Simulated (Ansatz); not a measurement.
The cell is GaSb in the zincblende structure; cell and atoms were relaxed with r2SCAN. Ga is surrounded by 4 Sb at 2.66 Å; Sb is surrounded by 4 Ga at 2.66 Å.

Space group F-43m (No. 216). a = 6.132 Å, b = 6.132 Å, c = 6.132 Å, α = 90.00°, β = 90.00°, γ = 90.00°

| atom | site | symmetry | x | y | z |
| --- | --- | --- | --- | --- | --- |
| Ga | 4a | -43m | 0.0000 | 0.0000 | 0.0000 |
| Sb | 4d | -43m | 0.2500 | 0.2500 | 0.7500 |

3 runs of the PAW code Ansatz on this cell differ in the functional (and in the settings that go with it). Levels are in eV from each run's valence top; v1 is the last filled band, c1 the first empty one.

Run A, mean stress 0.0 GPa (compression positive):
```tsv
point	v2	v1	c1	c2
Γ	0.00	0.00	0.41	2.99
X	-2.67	-2.67	1.14	1.50
U	-3.71	-2.27	1.66	4.20
```

Run B, mean stress +0.2 GPa (compression positive):
```tsv
point	v2	v1	c1	c2
Γ	0.00	0.00	0.77	3.44
X	-2.77	-2.77	1.45	1.78
U	-3.88	-2.35	1.97	4.60
```

Run C, mean stress -2.0 GPa (compression positive):
```tsv
point	v2	v1	c1	c2
Γ	0.00	0.00	0.00	2.77
X	-2.54	-2.54	0.85	1.18
U	-3.58	-2.16	1.34	3.80
```

Question: Match the runs to LDA, r2SCAN, HSE06.

Answer: A is r2SCAN, B is HSE06, C is LDA. In order of the gap: LDA 0, r2SCAN 0.41, HSE06 0.77 eV.

Calculated for a static, non-magnetic cell.

No spin-orbit coupling is included; it can move band edges with weight on the heavy atoms by tenths of an eV.

The program warns that its thresholds are loose for a hybrid's stress.

The meshes of the hybrids are coarse, so their gaps aren't converged to the digits shown.
